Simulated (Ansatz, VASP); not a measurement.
Given: the input of a run of VASP 6.6.1 on FePt (Tetraferroplatinum).

The input INCAR:

```
PREC = Accurate
ENCUT = 520
EDIFF = 1E-7
ISMEAR = -1
SIGMA = 0.05
LREAL = False
LASPH = True
NELM = 150
ALGO = Normal
ISIF = 2
LWAVE = False
LCHARG = False
ISPIN = 2
MAGMOM = 0 3
LORBIT = 11
LMAXMIX = 4
GGA = PE
NBANDS = 20
```

KPOINTS

```
Automatic mesh
0
Gamma
  10 10 7
```

POSCAR

```
FePt
1.0
    2.7415369495      0.0000000000      0.0000000000
    0.0000000000      2.7415369495      0.0000000000
    0.0000000000      0.0000000000      3.7446364796
Pt Fe
1 1
Direct
    0.5000000000      0.5000000000      0.5000000000
    0.0000000000      0.0000000000      0.0000000000
```

Potentials or basis: VASP PAW PBE potentials, release 64 (Pt, Fe).

Run with:

```sh
$ cat potpaw_PBE.64/Pt/POTCAR potpaw_PBE.64/Fe/POTCAR > POTCAR
$ mpirun -np 1 vasp_std > vasp.out
```

Problem. Set up the same calculation for Ansatz 0.2.0. Potentials there: Ansatz PAW.

Solution. As run (the cutoff follows the program's own potentials):

File input.yaml:

```yaml
crystal:
  lattice:
    - [2.7415369495, 0.0, 0.0]
    - [0.0, 2.7415369495, 0.0]
    - [0.0, 0.0, 3.7446364796]
  atoms:
    - { symbol: Pt, position: [0.5, 0.5, 0.5] }
    - { symbol: Fe, position: [0.0, 0.0, 0.0], spin: 3.0 }
hamiltonian:
  xc: pbe
  pseudopotentials: { kind: paw }
magnetization:
  spin_polarized: true
kpoints:
  mp_grid: { grid: [10, 10, 7] }
scf:
  occupations: { method: fermi_dirac, width: 0.05 }
output:
  forces: true
  stress: true
  eigenvalues: true
```

Potentials or basis: Ansatz PAW.

Launch:

```sh
$ ansatz run input.yaml --threads 1 --pin off --max-ram 3584MiB --backend cpu --events-out ev --progress --plain --runs-dir out
```

Both were run:

|  | VASP | Ansatz | Ansatz less VASP |
| --- | --- | --- | --- |
| gap on the k mesh at the Fermi level (eV) | none | none | - |
| pressure (GPa) | -1.1 | -0.7 | +0.40 |
| largest component of the traceless stress (GPa) | 0.32 | 0.27 | -0.050 |
| net moment per atom (μB) | 1.66 | 1.66 | +0.004 |
| size of the moment on the site where the two differ most (μB) | 0.34 | 0.40 | +0.056 |

Site moments also hang on the region over which each program counts them. A gap of «none» marks a metal or a gap that the smearing closes. The two sets of potentials don't hold the same shells in valence.

Spin-orbit coupling is left out, which matters for the levels of Pt.
